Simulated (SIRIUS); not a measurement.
# ZrS2 under changes of volume

One of the cells (24.238 Å³/atom); the others are scaled copies at fixed shape and fractional positions:

```
Zr S
1.0
     3.71583    0.00000    0.00000
    -1.85791    3.21800    0.00000
     0.00000    0.00000    6.08109
Zr S
1 2
Cartesian
  0.0000 0.0000 0.0000
  0.0000 2.1453 1.4468
  1.8579 1.0727 4.6343
```

The cell is a database's computed one.

| Property | Result |
| --- | --- |
| Program | SIRIUS 7.12.0 |
| Functional | PBE |
| Potentials or basis | all-electron FP-LAPW |
| Cutoff | 174 eV |
| Basis | apw+lo standard |
| k mesh | 8 × 8 × 5 |
| Occupations | fermi-dirac, width 0.05 eV |
| Spin | no spin polarisation |

| volume (Å³/atom) | energy over the lowest point (meV/atom) | gap on the mesh (eV) |
| --- | --- | --- |
| 22.337 | ? | ? |
| 22.813 | 13.22 | 1.03 |
| 23.288 | 3.08 | 1.04 |
| 24.238 | 0.00 | 1.06 |
| 24.714 | 5.91 | 1.07 |
| 25.189 | 16.16 | 1.08 |

Question: What does the run at 22.337 Å³/atom give?

Answer: Energy over the lowest point 29.82 meV/atom; gap on the mesh 1.01 eV.

Worked out: A Birch-Murnaghan fit of order 3 (a polynomial in V^(-2/3)) to the other rows has its minimum at 23.89 Å³/atom with B0 = V·E''(V) = 88 GPa and B' = 4.3 at fixed shape and positions, which overstates the stiffness. It gives 29.98 meV/atom at 22.337 Å³/atom, against the run's 29.82. A straight line through the other rows of the gap, of slope 0.504 eV per unit of ln V, extrapolates to 1.02 eV, against the run's 1.01.

Energies are extrapolated to zero smearing.

Caveats: an odd mesh through Γ misses points on the zone boundary, where band edges often lie; this functional lacks dispersion, which binds the layers, so the pressure and a relaxed spacing across them are unreliable. Spin-orbit coupling on Zr is left out.
